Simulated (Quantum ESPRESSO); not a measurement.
# BeTe in Quantum ESPRESSO: the effect of functional

BeTe:

```xyz
2
Lattice="0.0000 2.7700 2.7700 2.7700 0.0000 2.7700 2.7700 2.7700 0.0000" Properties=species:S:1:pos:R:3 pbc="T T T"
Te    4.1550    4.1550    4.1550
Be    0.0000    0.0000    0.0000
```

Alike in all runs:

| Property | Result |
| --- | --- |
| Program | Quantum ESPRESSO 7.5 |
| Task | band structure |
| Potentials or basis | SG15 PBE 1.2 |
| Cutoff | 952 eV |
| Density cutoff | 3810 eV |
| k mesh | 8 × 8 × 8 |
| Occupations | fermi-dirac, width 0.05 eV |
| Spin | no spin polarisation |

```tsv
functional	gap on the mesh (eV)	pressure (GPa)
LDA	1.81	-0.3
PBEsol	1.77	2.0
PBE	1.87	4.4
RPBE	1.94	6.5
AM05	1.85	2.3
BLYP	?	?
HLE16	3.00	-4.8
```

Q: What does the run with functional BLYP give?

A: gap on the mesh 2.15 eV; pressure 7.0 GPa.

Caveats: spin-orbit coupling is left out, which moves the levels of the heavy elements; the potentials were made for another functional, which shifts forces and pressure (some runs); the potentials were made for a functional far from this one (some runs).

